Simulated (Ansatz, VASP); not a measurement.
Two plane-wave programs on Ni

```
Ni
1.0
    -2.86115    2.86115    2.86115
     2.86115   -2.86115    2.86115
     2.86115    2.86115   -2.86115
Ni
8
Cartesian
  0.5894 0.5894 0.5894
  -0.5894 2.2718 0.5894
  0.5894 -0.5894 2.2718
  2.2718 0.5894 -0.5894
  2.2718 2.2718 2.2718
  0.5894 3.4505 -0.5894
  -0.5894 0.5894 3.4505
  3.4505 -0.5894 0.5894
```

Alike in both runs: task relaxation of cell and atoms; functional PBE; k mesh 4 × 4 × 4; occupations gaussian, width 0.1 eV; collinear spin.

```csv
,VASP,Ansatz
version,VASP 6.6.1,Ansatz 0.2.0
potentials or method,"VASP PAW PBE potentials, release 64 (Ni)","scalar-relativistic, plane waves, PAW"
plane-wave cutoff (eV),600,420
valence electrons in the cell,80,144
```

Ansatz gave:

```
gap on the k mesh at the Fermi level, each at its own relaxed structure (eV) : none
net moment per atom (μB)                                                     : 0.87
size of the moment on the site where the two differ most (μB)                : 0.89
relaxed volume (Å³/atom)                                                     : 14.00
relaxed cell length with the largest relative difference (Å)                 : 5.259
energy change over the relaxation (meV/atom)                                 : -376
```

Task: What did VASP give for the same quantities?

Result: gap on the k mesh at the Fermi level, each at its own relaxed structure (eV): none; net moment per atom (μB): 0.81; size of the moment on the site where the two differ most (μB): 0.82; relaxed volume (Å³/atom): 14.08; relaxed cell length with the largest relative difference (Å): 5.270; energy change over the relaxation (meV/atom): -362.

Site moments also hang on the region over which each program counts them. A gap of «none» marks a metal or a gap that the smearing closes. The two sets of potentials don't hold the same shells in valence.

Caveats: the k mesh is coarse (spacing up to 0.39 Å⁻¹), so the values aren't converged; the volume moved by over 15 % at a fixed basis, so the end points are rough (VASP).
